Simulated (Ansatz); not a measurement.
# Pd, one cell by several methods

```
CELL_PARAMETERS angstrom
-0.05835 1.91573 1.91573
1.91573 -0.05835 1.91573
1.91573 1.91573 -0.05835
ATOMIC_POSITIONS crystal
Pd 0.00000 0.00000 0.00000
```

The conventional cell has a = 2.792 Å, b = 2.792 Å, c = 6.535 Å, α = 90.00°, β = 90.00°, γ = 120.00°. Pd (atom 1) is surrounded by 12 Pd at 2.71 to 2.79 Å.

The cell comes from COD entry 9008478, which wasn't checked; take it as a given geometry. The listed cell was then made from it by scaling, straining or moving an atom.

Spin polarisation is left out, and whether a magnetic state lies lower isn't shown here.

Levels of theory: DFT, PBE, PAW with Ansatz's default frozen-core files, scalar-relativistic (Ansatz 0.2.0); DFT, PBE, all-electron LAPW, scalar-relativistic (Ansatz 0.2.0).

For PAW: a Γ-centred 18×18×18 k mesh, Fermi–Dirac smearing of 0.05 eV, cutoff 420 eV, no spin polarisation. LAPW targets a basis error of 0.25 meV/atom. The Ansatz runs share mesh, smearing and spin set-up. Plane-wave (PAW) pressures include the program's estimate of the Pulay term.

Stress and pressure are positive in compression.

The change that made this cell: equal xy, yz and zx engineering shear strains of -3 %.

PAW results:

```
       quantity   PAW
 pressure (GPa)  8.15
stress yz (GPa)  2.38
stress xz (GPa)  2.38
stress xy (GPa)  2.38
```

(1) What does full-potential LAPW give for the same quantities?

Results:

(1) 
```csv
quantity,LAPW
pressure (GPa),8.05
stress yz (GPa),2.37
stress xz (GPa),2.37
stress xy (GPa),2.37
```
